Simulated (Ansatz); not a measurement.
## Deforming Os

```
CELL_PARAMETERS angstrom
2.74613 0.00000 0.00000
-1.37307 2.37822 0.00000
0.00000 0.00000 4.32631
ATOMIC_POSITIONS crystal
Os 0.33333 0.66667 0.25000
Os 0.66667 0.33333 0.75000
```

Atom numbers follow the list: Os1, Os2.

Structure from Materials Project entry mp-49 (possibly hypothetical), not relaxed further.

No spin–orbit coupling, which matters for the heavy atoms here.

Method: DFT, r2SCAN, all-electron PAW with datasets made for the crystal, scalar-relativistic (Ansatz 0.2.0).

Numerical set-up: a Γ-centred 15×15×9 k mesh, Fermi–Dirac smearing of 0.05 eV, cutoff 300 eV (chosen by the program for this cell), no spin polarisation.

The unchanged cell is at -3.36 GPa.

In a metal, stresses and small energies carry noise from the k mesh.

x, y and z are the Cartesian axes of the cell as listed; fractional coordinates follow a strain, and an engineering shear is twice the off-diagonal strain component.

(1) One change gave: energy change +7 meV/atom; stress change (xx, yy, zz, yz, xz, xy) 4.39, 4.39, -9.40, 0.00, 0.00, 0.00 GPa, compression positive. Which change was it?
A. z strained by +1.5 % at fixed volume
B. xy engineering shear strain of -2 %
C. atom 2 (Os) moved by (0.0000, 0.0000, 0.0300) Å

Answers

(1) A. For xy engineering shear strain of -2 %: energy change +5 meV/atom; stress change (xx, yy, zz, yz, xz, xy) 0.14, 0.35, 0.01, 0.00, 0.00, 5.46 GPa, compression positive; change of the force on Os1 (0.058, 0.002, 0.000) eV/Å. For atom 2 (Os) moved by (0.0000, 0.0000, 0.0300) Å: energy change +4 meV/atom; stress change (xx, yy, zz, yz, xz, xy) 0.11, 0.11, 0.40, 0.00, 0.00, 0.00 GPa, compression positive; change of the force on Os2 (0.000, 0.000, -0.514) eV/Å.
